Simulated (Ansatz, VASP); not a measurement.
## K in VASP and in Ansatz

The input INCAR:

```
  ALGO = Fast
  EDIFF = 1E-6
  ENCUT = 520
  GGA = PS
  ISIF = 2
  ISMEAR = 0
  LASPH = True
  LCHARG = False
  LREAL = False
  LWAVE = False
  NBANDS = 10
  NELM = 60
  PREC = Accurate
  SIGMA = 0.15
```

Contents of KPOINTS:

```
k-points
0
Gamma
  12 12 12
```

File POSCAR:

```
K
1.0
    4.7414834390      0.0000000000      0.0000000000
    0.0000000000      4.3104394900      0.0000000000
    0.0000000000      0.0000000000      4.3104394900
K
1
Direct
    0.0000000000      0.0000000000      0.0000000000
```

Input for Ansatz:

```yaml
crystal:
  lattice:
    - [4.741483439, 0.0, 0.0]
    - [0.0, 4.31043949, 0.0]
    - [0.0, 0.0, 4.31043949]
  atoms:
    - { symbol: K, position: [0.0, 0.0, 0.0] }
basis:
  ecutwfc: 420
kpoints:
  mp_grid: { grid: [12, 12, 12] }
hamiltonian:
  xc: pbesol
scf:
  occupations: { method: gaussian, width: 0.15 }
output:
  forces: true
  stress: true
  eigenvalues: true
```

Change from the starting cell: strain +0.1000 x Voigt [1, 0, 0, 0, 0, 0], atoms carried along.

Alike in both runs: task single point; functional PBEsol; k mesh 12 × 12 × 12; occupations gaussian, width 0.15 eV; no spin polarisation.

|  | VASP | Ansatz |
| --- | --- | --- |
| version | VASP 6.6.1 | Ansatz 0.2.0 |
| potentials or method | VASP PAW PBE potentials, release 64 (K_sv) | scalar-relativistic, plane waves, PAW |
| plane-wave cutoff (eV) | 520 | 420 |
| valence electrons in the cell | 9 | 9 |

```csv
,VASP,Ansatz,Ansatz less VASP
gap on the k mesh at the Fermi level (eV),none,none,-
pressure (GPa),-0.3,-0.3,+0.01
largest component of the traceless stress (GPa),0.36,0.36,-0.001
```

A gap of «none» marks a metal or a gap that the smearing closes.

Caveats: the PAW data sets were made with another functional, which shifts forces and pressure a little (VASP).
